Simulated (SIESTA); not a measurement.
The system is MnO.

```
CELL_PARAMETERS angstrom
0.00000 2.22200 2.22200
2.22200 0.00000 2.22200
2.22200 2.22200 0.00000
ATOMIC_POSITIONS crystal
Mn 0.00000 0.00000 0.00000
O 0.50000 0.50000 0.50000
```

Base run:

- Program: SIESTA 5.4.2
- Functional: PBE
- Potentials or basis: PseudoDojo 0.4 standard (PBE files)
- Basis: DZP (energy shift 0.003 Ry; two zetas on semicore shells)
- Grid cutoff: 800 Ry
- Energy shift: 0.003 Ry
- k mesh: 7 × 7 × 7
- Occupations: fermi-dirac, width 0.05 eV
- Spin: collinear spin, ferromagnetic start
- Starting moments: [4.0, 0.0] μB

Its results: band gap on the k mesh none (metal or under the smearing width); pressure 1.4 GPa; net moment 4.81 μB per cell; site moments Mn +4.63; O +0.17 μB.

Task: The run is repeated on the same cell with these changes: hubbard terms from none to Mn d U = 8 eV. What comes out?

Result: Band gap on the k mesh 0.90 eV, indirect (least direct gap 2.68 eV); pressure 15.1 GPa; net moment 5.00 μB per cell; site moments Mn +4.96; O +0.04 μB.

The U term pushes filled and empty states of the shell apart.

Caveats: short orbitals over semicore shells can move pressures by several GPa; the basis of atomic orbitals isn't converged, which shifts pressures, moduli and gaps; a cell with one magnetic atom can't hold antiferromagnetic order, which such compounds often take; semilocal functionals often make such compounds metallic where correlation or magnetic order opens a gap, which also shifts bond lengths (some runs); an odd mesh through Γ misses points on the zone boundary, where band edges often lie (some runs).
